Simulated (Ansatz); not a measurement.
# C: a phonon run with SCF threshold 0.01 eV

Method: DFT PBE, scalar-relativistic, plane waves, PAW (Ansatz).

Launched with:
```bash
ansatz run input.yaml --threads 1 --pin off --max-ram 3072MiB --backend cpu --events-out ev --progress --plain --runs-dir out
```

Input (bare energies are in eV):
```yaml
crystal:
  lattice:
    - [1.233279486, -2.1360615852, 0.0]
    - [1.233279486, 2.1360615852, 0.0]
    - [0.0, 0.0, 8.745681296]
  atoms:
    - { symbol: C, position: [0.0833322022, 0.9166677978, 0.7500234453] }
    - { symbol: C, position: [0.5833322022, 0.4166677978, 0.2499765547] }
    - { symbol: C, position: [0.9166677978, 0.0833322022, 0.2499765547] }
    - { symbol: C, position: [0.4166677978, 0.5833322022, 0.7500234453] }
basis:
  ecutwfc: 420
kpoints:
  mp_grid: { grid: [18, 18, 6] }
hamiltonian:
  xc: pbe
scf:
  occupations: { method: fermi_dirac, width: 0.15 }
  max_iter: 100
  convergence: { dr2_threshold: 0.01 }
output:
  eigenvalues: true
phonons:
  method: dfpt
```

From the output:
```
--- Phonons (Γ-DFPT): 3 representative perturbations + reference, on 524 of 1944 k-points (Σ response iterations 6) ---
  k mesh reduced under 2 symmetry operations, with k and −k counted as one. Each operation leaves every solved displacement unchanged or reverses it
  ASR residual: 4.455e-4 → 0.000e0 eV/Å²; symmetrization residual: 2.955e-7 eV/Å²
  ASR residual per site (eV/Å²): 4.46e-4 4.46e-4 4.46e-4 4.46e-4
  Γ frequencies (cm⁻¹): -5.42 0.00 0.00 0.00 8.98 22.80 871.86 871.96 1548.31 1548.58 1548.96 1549.05
  non-analytic LO–TO correction: not included (Born effective charges unavailable; polar crystals: no LO–TO splitting at Γ)
```

The run took 47 s on 1 thread of Intel(R) Xeon(R) Platinum 8488C (Sapphire Rapids) (shared host), peak memory 1.2 GiB.

Beside the reference run (Cutoff 420 eV, 18×18×6 k-points (Γ-centred), Fermi-Dirac smearing of 0.15 eV. No spin polarisation. Phonons by linear response, acoustic sum rule imposed.), the optical modes at Γ (cm⁻¹, by rank, not all listed, no LO field; i marks imaginary):
| setting | mode 1 | mode 2 | mode 8 | mode 9 |
| --- | --- | --- | --- | --- |
| reference run | 5i | 9 | 1549 | 1549 |
| SCF threshold 0.01 eV | 5i | 9 | 1549 | 1549 |

Without a gap, frequencies and elastic constants depend on the k mesh and the smearing, soft modes and shear constants most. The crystal is built of layers and no dispersion correction was added, so the binding between them is poorly described, and with it their spacing and whatever depends on it.

This form isn't the element's structure at ambient conditions. The bands only touch here, so at this level the crystal is a zero-gap semiconductor or semimetal, not an ordinary metal.